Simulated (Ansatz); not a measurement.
## CdS (Greenockite) under changes of volume

One of the cells (25.121 Å³/atom); the others are scaled copies at fixed shape and fractional positions:

```
Cd S
1.0
     4.15000    0.00000    0.00000
    -2.07500    3.59401    0.00000
     0.00000    0.00000    6.73700
Cd S
2 2
Direct
  0.66667 0.33333 0.50000
  0.33333 0.66667 0.00000
  0.66667 0.33333 0.87500
  0.33333 0.66667 0.37500
```

| Quantity | Value |
| --- | --- |
| Program | Ansatz 0.2.0 |
| Functional | RPBE |
| Dispersion | D3(BJ) |
| Potentials or basis | Ansatz PAW |
| Cutoff | 420 eV (not typed: the program's choice for these potentials) |
| k mesh | 7 × 7 × 4 |
| Occupations | fermi-dirac, width 0.05 eV |
| Spin | no spin polarisation |

```csv
volume (Å³/atom),energy over the lowest point (meV/atom),pressure (GPa),gap on the mesh (eV),largest force (eV/Å)
23.614,0.00,-0.9,1.52,0.105
24.116,4.80,-2.2,1.48,0.099
24.618,13.48,-3.3,1.43,0.094
25.121,25.60,-4.4,1.38,0.089
25.623,40.80,-5.3,1.34,0.084
26.126,?,?,?,?
26.628,79.10,-6.9,1.24,0.075
```

What does the run at 26.126 Å³/atom give?

Energy over the lowest point 58.73 meV/atom; pressure -6.1 GPa; gap on the mesh 1.29 eV; largest force 0.079 eV/Å.

Worked out: A Birch-Murnaghan fit of order 3 (a polynomial in V^(-2/3)) to the other rows has its minimum at 23.31 Å³/atom, just outside them, with B0 = V·E''(V) = 69 GPa and B' = 4.4 at fixed shape and positions, which overstates the stiffness. It gives 58.75 meV/atom at 26.126 Å³/atom, against the run's 58.73, and -dE/dV = -6.1 GPa, against -6.1. A straight line through the other rows of the gap, of slope -2.34 eV per unit of ln V (its deformation potential), gives 1.29 eV, against the run's 1.29.

Energies are extrapolated to zero smearing.

Caveats: odd divisions of the mesh miss points on the zone boundary, where band edges often lie, so the gap on the mesh can be too wide; the PAW data sets come from PBE, with cores solved anew for the run's functional, which leaves a small shift of forces and pressure.

Spin-orbit coupling on Cd is left out.
